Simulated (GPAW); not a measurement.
Ge: equation of state with optB88-vdW

Ge:

```
Ge
1.0
     0.00000    2.82891    2.82891
     2.82891    0.00000    2.82891
     2.82891    2.82891    0.00000
Ge
2
Direct
  0.25000 0.25000 0.25000
  0.00000 0.00000 0.00000
```

| Item | Value |
| --- | --- |
| Program | GPAW 26.7.0 |
| Task | equation of state |
| Functional | optB88-vdW |
| Potentials or basis | GPAW PAW data sets (gpaw-data 1.2.1) |
| Cutoff | 600 eV |
| Basis | pw |
| k mesh | 8 × 8 × 8 |
| Occupations | fermi-dirac, width 0.05 eV |
| Spin | no spin polarisation |

```
Equilibrium volume : 24.07 Å³/atom (rough: see the caveat)
Bulk modulus       : 57 GPa (rough)
```

Energy against volume, from the lowest point:
| volume (Å³/atom) | energy (meV/atom) |
| --- | --- |
| 21.281 | 74.12 |
| 21.733 | 49.76 |
| 22.186 | 30.99 |
| 22.639 | 17.14 |
| 23.092 | 7.65 |
| 23.545 | 2.14 |
| 23.997 | 0.00 |

Wall time 54 s on 1 thread of Arm Neoverse V2 (shared host), peak memory 0.18 GiB.

Caveat: the minimum lies outside the volumes run; the PAW data sets were made with another functional, which shifts forces and pressure a little.
